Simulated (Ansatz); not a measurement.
I need a ranking of structure types by relaxed energy of Zn on several prototypes. Use the Python package of Ansatz (0.2.0). Level of theory (first run): PBE, PAW, cutoff 450 eV, 19×19×10 k-points, cold smearing of 0.05 eV.

The script, `zn_prototypes.py`:
```python
"""Structural preference of Zn among simple prototypes."""

import logging
import sys
import warnings

import ansatz
import numpy as np
import pandas as pd
import spglib

logging.basicConfig(stream=sys.stdout, format="%(levelname)s:%(name)s:%(message)s")
log = logging.getLogger("ansatz_job")
log.setLevel(logging.INFO)

config = {
    "xc": "pbe",
    "ecut": 450,
    "k_spacing": 0.14,
    "smearing": "cold",
    "sigma": 0.05,
}


def hcp(a_site, a):
    return (
        ansatz.Lattice.from_parameters(a, a, 1.633 * a, alpha=90, beta=90, gamma=120)
        .space_group(194)
        .atom(a_site, (1 / 3, 2 / 3, 0.25))
    )


def bcc(A, a):
    return (
        ansatz.Lattice.bcc(a)
        .space_group(229)
        .atom(A, (0, 0, 0))
        .primitive()
    )


def sc(a_site, a):
    return (
        ansatz.Lattice.cubic(a)
        .space_group(221)
        .atom(a_site, (0, 0, 0))
    )


def fcc(A, a):
    return (
        ansatz.Lattice.fcc(a)
        .space_group(225)
        .atom(A, (0, 0, 0))
        .primitive()
    )


def solve(name, crystal):
    calc = (
        crystal.calculation()
        .functional(config["xc"])
        .basis(config["ecut"])
        .kpoints(spacing=config["k_spacing"])
        .occupations(config["smearing"], width=config["sigma"])
        .stress()
        .band_table()
    )
    calc = calc.relax(force_tolerance=0.02, max_steps=40, cell=True)
    return calc.run()


def volume_per_atom(outcome):
    return abs(np.linalg.det(outcome.lattice.cell_ang)) / len(outcome.lattice.sites)


def space_group(outcome):
    sites = outcome.report["lattice"]["sites"]
    kinds = sorted({site["symbol"] for site in sites})
    cell = (outcome.lattice.cell_ang, [site["position_frac"] for site in sites], [kinds.index(site["symbol"]) for site in sites])
    return spglib.get_spacegroup(cell, symprec=0.01)

# starting lattice constants are rough guesses; the relaxation finds the rest
warnings.simplefilter("ignore", ansatz.DeckWarning)

phases = {}
phases["hcp"] = hcp("Zn", 2.79)
phases["bcc"] = bcc("Zn", 3.13)
phases["sc"] = sc("Zn", 2.56)
phases["fcc"] = fcc("Zn", 3.94)

done = {name: solve(name, crystal) for name, crystal in phases.items()}

energy = {name: o.report["energy_sigma0_ev"] / len(o.lattice.sites) for name, o in done.items()}
lowest = min(energy.values())
rows = [(name, len(o.lattice.sites), 1000 * (energy[name] - lowest), volume_per_atom(o), space_group(o)) for name, o in done.items()]
rows.sort(key=lambda row: row[2])
print(pd.DataFrame(rows, columns=["phase", "atoms", "dE (meV/atom)", "V (A^3/atom)", "space group"]).round(4).to_string(index=False))
print("order:", " < ".join(row[0] for row in rows))
```

```console
$ python zn_prototypes.py
phase  atoms  dE (meV/atom)  V (A^3/atom)    space group
  hcp      2         0.0000       15.1321 P6_3/mmc (194)
  fcc      1        21.1768       15.1619    Fm-3m (225)
  bcc      1        86.7548       15.3491    Im-3m (229)
   sc      1       228.1730       18.1570    Pm-3m (221)
order: hcp < fcc < bcc < sc
```

By space group at the end of each run: P6_3/mmc (+0 meV an atom, 15.1 Å³), Fm-3m (+21 meV an atom, 15.2 Å³), Im-3m (+87 meV an atom, 15.3 Å³) and Pm-3m (+228 meV an atom, 18.2 Å³).

The cells are built on prototypes, so most aren't the phase found in nature. Rows bear the name of their start, and a relaxation keeps or raises the symmetry. Differences under 10 to 15 meV an atom lie within the error of mesh and functional. Run time: 120 s on 1 thread of Arm Neoverse V1 (shared host), peak memory 0.52 GiB.
